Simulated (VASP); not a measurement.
Wanted: the native input for a VASP 6.6.1 run.

```yaml
Task: single point
Functional: PBE
Potentials_or_basis: VASP PAW PBE potentials, release 64 (Li_sv)
Cutoff: 520 eV
k_mesh: 11 × 11 × 11
Occupations: fermi-dirac, width 0.05 eV
Spin: no spin polarisation
Further_INCAR_settings: ALGO = Normal; EDIFF = 1e-07; NBANDS = 8
```

The structure of Li lies in POSCAR:

```
Li
1.0
   -1.7546500000      1.7546500000      1.7546500000
    1.7546500000     -1.7546500000      1.7546500000
    1.7546500000      1.7546500000     -1.7546500000
Li
1
Direct
    0.0000000000      0.0000000000      0.0000000000
```

The input as run:

INCAR

```
SYSTEM = Li
PREC = Accurate ; ENCUT = 520
EDIFF = 1E-7 ; ISMEAR = -1
SIGMA = 0.05 ; LREAL = .False.
LASPH = .True. ; NELM = 80
ALGO = Normal ; ISIF = 2
LWAVE = .False. ; LCHARG = .False.
GGA = PE ; NBANDS = 8
```

KPOINTS

```
Automatic mesh
0
Gamma
  11 11 11
  0 0 0
```

Potentials or basis: VASP PAW PBE potentials, release 64 (Li_sv).

Run with:

```console
$ cat potpaw_PBE.64/Li_sv/POTCAR > POTCAR
$ mpirun -np 1 vasp_std > vasp.out
```

It gave:

```json
{
  "Band gap on the k mesh": "none (metal or under the smearing width)"
}
```

Run time: 3.4 s on 1 thread of AMD EPYC 9R45 (Zen 5), with other jobs on the host, peak memory 0.1 GiB.
